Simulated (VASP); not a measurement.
# NaI: lattice, stiffness and zone-centre modes, part 2 of 2

What lattice, stiffness and vibrations does NaI have at one level of theory? The starting structure is a measured crystal structure from the Crystallography Open Database. All runs use LDA.

VASP 6.6.1.

So far. Step 3 (Elastic constants): The elastic tensor has C11 = 44.7, C12 = 9.0, C44 = 7.6 GPa; its Hill averages are a bulk modulus of 20.9 and a shear modulus of 10.8 GPa. Step 4 (Modes of the relaxed cell): The zone-centre modes at 30.708 Å³ an atom are T1u 131.9 cm⁻¹.

### 5. Modes at 0.97 of that volume

Level of this step: LDA; plane waves and PAW (I, Na_pv) (VASP).

Shape and positions were first relaxed at this volume, in a run that isn't shown.

INCAR reads:

```
SYSTEM = NaI
PREC = Accurate
ENCUT = 500
EDIFF = 1E-08
NELM = 100
ISMEAR = 0
SIGMA = 0.03
LREAL = .FALSE.
ALGO = Normal
GGA = CA
NBANDS = 13
LORBIT = 11
LWAVE = .FALSE.
LCHARG = .FALSE.
KPAR = 4
IBRION = 8
LEPSILON = .TRUE.
LPEAD = .TRUE.
ISIF = 2
```

POSCAR reads:

```
NaI
1.0
    0.0000000000      3.0998454769      3.0998454769
    3.0998454769      0.0000000000      3.0998454769
    3.0998454769      3.0998454769      0.0000000000
I Na
1 1
Direct
    0.5000000000      0.5000000000      0.5000000000
    0.0000000000      0.0000000000      0.0000000000
```

KPOINTS reads:

```
Automatic mesh
0
Gamma
12 12 12
0 0 0
```

Potentials, in the order of the species: I and Na_pv (LDA family, release 64).

The run is started by

```console
$ mpirun -np 4 vasp_std
```

Log:

```text
[... set-up lines as in an earlier step ...]
 entering main loop
       N       E                     dE             d eps       ncg     rms          rms(c)
DAV:   1     0.801048589365E+02    0.80105E+02   -0.65470E+03  1880   0.947E+02
DAV:   2    -0.894992850701E-01   -0.80194E+02   -0.74528E+02  1982   0.224E+02
DAV:   3    -0.593642565642E+01   -0.58469E+01   -0.58115E+01  2422   0.597E+01
DAV:   4    -0.607434038835E+01   -0.13791E+00   -0.13788E+00  2272   0.950E+00
[...]
DAV:  10    -0.601316268148E+01    0.37377E-06   -0.14335E-05  2636   0.492E-02    0.488E-03
DAV:  11    -0.601316254573E+01    0.13576E-06   -0.84703E-07  2528   0.129E-02    0.378E-03
DAV:  12    -0.601316254872E+01   -0.29891E-08   -0.45035E-08  2236   0.199E-03
   1 F= -.60131625E+01 E0= -.60131625E+01  d E =-.257938E-13
 Linear response reoptimize wavefunctions to high precision
DAV:   1    -0.601316254849E+01    0.22624E-09   -0.18382E-09  1927   0.366E-04
DAV:   2    -0.601316254854E+01   -0.48885E-10   -0.17705E-10  1266   0.140E-04
 Linear response to external field (no local field effect), progress :
[...]
RMM:  10    -0.832723961283E-01    0.57857E-08   -0.65324E-08  8746   0.387E-05    0.221E-06
 first order change of Fermi-energy   0.12079E-03
 force on displaced ion       1 direction 1 :  -1.432   0.000   0.000
 Born effective charge ion    1 direction 1 :  -1.149   0.000   0.000
 Linear response progress:
  Degree of freedom:   2/  2
       N       E                     dE             d eps       ncg     rms          rms(c)
RMM:   1    -0.157718532319E+00   -0.15772E+00   -0.32785E-01  4605   0.553E+00
RMM:   2    -0.161649108675E+00   -0.39306E-02   -0.20441E-02  6842   0.101E+00    0.228E-02
RMM:   3    -0.161764363430E+00   -0.11525E-03   -0.47604E-04  8033   0.171E-01    0.940E-03
RMM:   4    -0.161793460588E+00   -0.29097E-04   -0.33156E-05  8640   0.431E-02    0.292E-03
[...]
RMM:   8    -0.161801712538E+00    0.27871E-06   -0.11410E-08  9107   0.413E-04    0.414E-05
RMM:   9    -0.161801738981E+00   -0.26443E-07    0.11894E-08  9427   0.187E-04    0.272E-05
RMM:  10    -0.161801740213E+00   -0.12323E-08    0.81397E-09  9499   0.973E-05    0.191E-05
 first order change of Fermi-energy  -0.23280E-04
 force on displaced ion       2 direction 1 :  -1.423   0.000   0.000
 Born effective charge ion    2 direction 1 :   1.149   0.000   0.000
 Born effective charges drift removed
 Linear response finished
```

It took 2.1 min on 4 MPI ranks of Intel Xeon Platinum 8259CL at 2.50GHz (Skylake/Cascade Lake), shared host; peak memory 2.4 GiB.

Parts of OUTCAR (step 5):

```text
  Total        0.2500887      0.2500887      0.2500887      0.0000000      0.0000000     -0.0000000
  in kB        6.7259628      6.7259628      6.7259628      0.0000000      0.0000000     -0.0000000
  external PRESSURE =       6.7259628 kB  Pullay stress =       0.0000000 kB

 POSITION                                       TOTAL-FORCE (eV/Angst)
 -----------------------------------------------------------------------------------
      3.09985      3.09985      3.09985        -0.000000      0.000000      0.000000
      0.00000      0.00000      0.00000         0.000000     -0.000000     -0.000000
 -----------------------------------------------------------------------------------
    total drift:                                0.000000     -0.000000     -0.000000

 MACROSCOPIC STATIC DIELECTRIC TENSOR (including local field effects in DFT)
 ------------------------------------------------------
           3.679796     0.000000     0.000000
           0.000000     3.679796     0.000000
           0.000000    -0.000000     3.679796
 ------------------------------------------------------

 MACROSCOPIC STATIC DIELECTRIC TENSOR IONIC CONTRIBUTION
 ------------------------------------------------------
           2.808969    -0.000000    -0.000000
          -0.000000     2.808969    -0.000000
          -0.000000     0.000000     2.808969
 ------------------------------------------------------

[... 1 part as in an earlier step ...]

[... 1 further part left out ...]
```

The zone-centre modes at 29.787 Å³ an atom are T1u 141.1 cm⁻¹.

### 6. Modes at 1.03 of that volume

Shape and positions were first relaxed at this volume, in a run that isn't shown.

INCAR is that of step 5.

POSCAR reads:

```
NaI
1.0
    0.0000000000      3.1624854945      3.1624854945
    3.1624854945      0.0000000000      3.1624854945
    3.1624854945      3.1624854945      0.0000000000
I Na
1 1
Direct
    0.5000000000      0.5000000000      0.5000000000
    0.0000000000      0.0000000000      0.0000000000
```

KPOINTS is that of step 5.

The run is started by

```console
$ mpirun -np 4 vasp_std
```

Log:

```text
[... set-up lines as in an earlier step ...]
 entering main loop
       N       E                     dE             d eps       ncg     rms          rms(c)
DAV:   1     0.787420080176E+02    0.78742E+02   -0.65700E+03  1880   0.945E+02
DAV:   2     0.535616564571E-02   -0.78737E+02   -0.73027E+02  1981   0.219E+02
DAV:   3    -0.593702866918E+01   -0.59424E+01   -0.59057E+01  2440   0.603E+01
DAV:   4    -0.608009575895E+01   -0.14307E+00   -0.14303E+00  2300   0.953E+00
[...]
DAV:  10    -0.601379134656E+01    0.59601E-06   -0.17153E-05  2616   0.506E-02    0.493E-03
DAV:  11    -0.601379119605E+01    0.15050E-06   -0.10099E-06  2433   0.134E-02    0.392E-03
DAV:  12    -0.601379119928E+01   -0.32251E-08   -0.53438E-08  2297   0.220E-03
   1 F= -.60137912E+01 E0= -.60137912E+01  d E =-.297888E-12
 Linear response reoptimize wavefunctions to high precision
DAV:   1    -0.601379119858E+01    0.70395E-09   -0.29156E-09  2263   0.421E-04
DAV:   2    -0.601379119859E+01   -0.15007E-10   -0.10941E-10  1311   0.856E-05
 Linear response to external field (no local field effect), progress :
[...]
RMM:  13    -0.839942465843E-01    0.30449E-08    0.10975E-08  4859   0.113E-05    0.580E-07
 first order change of Fermi-energy   0.14108E-03
 force on displaced ion       1 direction 1 :  -1.055   0.000   0.000
 Born effective charge ion    1 direction 1 :  -1.176   0.000   0.000
 Linear response progress:
  Degree of freedom:   2/  2
       N       E                     dE             d eps       ncg     rms          rms(c)
RMM:   1    -0.157863335893E+00   -0.15786E+00   -0.34748E-01  4617   0.537E+00
RMM:   2    -0.161756766179E+00   -0.38934E-02   -0.21307E-02  6807   0.101E+00    0.223E-02
RMM:   3    -0.161884329886E+00   -0.12756E-03   -0.54668E-04  8009   0.176E-01    0.934E-03
RMM:   4    -0.161916132259E+00   -0.31802E-04   -0.43767E-05  8643   0.456E-02    0.293E-03
[...]
RMM:   8    -0.161924624687E+00    0.26450E-06   -0.90267E-09  8964   0.418E-04    0.386E-05
RMM:   9    -0.161924687639E+00   -0.62952E-07   -0.54819E-09  9316   0.198E-04    0.272E-05
RMM:  10    -0.161924687375E+00    0.26347E-09   -0.66606E-09  9531   0.106E-04    0.211E-05
 first order change of Fermi-energy  -0.21272E-04
 force on displaced ion       2 direction 1 :  -1.067   0.000   0.000
 Born effective charge ion    2 direction 1 :   1.176   0.000   0.000
 Born effective charges drift removed
 Linear response finished
```

Run time: 3.6 min. Hardware: 4 MPI ranks; peak memory 2.6 GiB.

From OUTCAR (step 6):

```text
  Total       -0.2302642     -0.2302642     -0.2302642      0.0000000     -0.0000000      0.0000000
  in kB       -5.8320513     -5.8320513     -5.8320513      0.0000000     -0.0000000      0.0000000
  external PRESSURE =      -5.8320513 kB  Pullay stress =       0.0000000 kB

 POSITION                                       TOTAL-FORCE (eV/Angst)
 -----------------------------------------------------------------------------------
      3.16249      3.16249      3.16249         0.000000     -0.000000     -0.000000
      0.00000      0.00000      0.00000        -0.000000      0.000000      0.000000
 -----------------------------------------------------------------------------------
    total drift:                                0.000000      0.000000      0.000000

 MACROSCOPIC STATIC DIELECTRIC TENSOR (including local field effects in DFT)
 ------------------------------------------------------
           3.571047     0.000000    -0.000000
           0.000000     3.571047    -0.000000
           0.000000    -0.000000     3.571047
 ------------------------------------------------------

 MACROSCOPIC STATIC DIELECTRIC TENSOR IONIC CONTRIBUTION
 ------------------------------------------------------
           3.731014     0.000000    -0.000000
           0.000000     3.731014     0.000000
          -0.000000     0.000000     3.731014
 ------------------------------------------------------

[... 1 part as in an earlier step ...]

[... 1 further part left out ...]
```

The zone-centre modes at 31.629 Å³ an atom are T1u 122.0 cm⁻¹.

### 7. Comparison

| run | volume (Å³/atom) | T1u | core minutes |
| --- | --- | --- | --- |
| relaxation | 30.708 | - | 0.347 |
| elastic constants | 30.708 | - | 19.1 |
| modes of the relaxed cell | 30.708 | 131.9 | 9.2 |
| modes at 0.97 of that volume | 29.787 | 141.1 | 8.6 |
| modes at 1.03 of that volume | 31.629 | 122.0 | 14.3 |

Modes are in cm⁻¹, degenerate ones as one, matched by symmetry and order. A number in brackets counts the listed modes of one symmetry from the lowest. The symmetry labels come from an automatic analysis and can be wrong where levels nearly coincide. Core minutes are wall time times ranks of the run shown, on a shared host.

### 8. What came out

```json
{
 "relaxed volume": "30.71 Å³/atom",
 "bulk modulus from two volumes": "20.9 GPa",
 "Hill shear modulus": "10.8 GPa",
 "mode T1u": "131.9 cm⁻¹",
 "Grüneisen parameter of T1u": "2.42"
}
```

In words: At the LDA level NaI relaxes to 30.71 Å³ an atom. The bulk modulus is 20.9 GPa from the pressures at two volumes and 20.9 GPa as the Hill average of the elastic tensor, so the two routes agree. The mode Grüneisen parameters, from the cells at 0.97 and 1.03 of the volume, come to 2.42 (T1u). The dielectric constants and Born charges in the logs aren't compared here; at a small gap they can be far off, and in a run without a gap they mean nothing. The frequencies are harmonic, and the splitting of polar modes by their long-range field is left out. All values are for a static lattice. Further runs on this material are not shown.

[Lines on the potential files, build, host, timing and source positions are cut from VASP's logs without a mark.]

[Logs are printed without paths, hosts, clocks, repeated set-up lines and the standing remarks that a program may print on its own settings, such as how far it seeks lower states.]

[Hosts, paths, dates, database ids (printed as entryN), source tags and the programs' standing remarks are cut or masked in the printed files.]
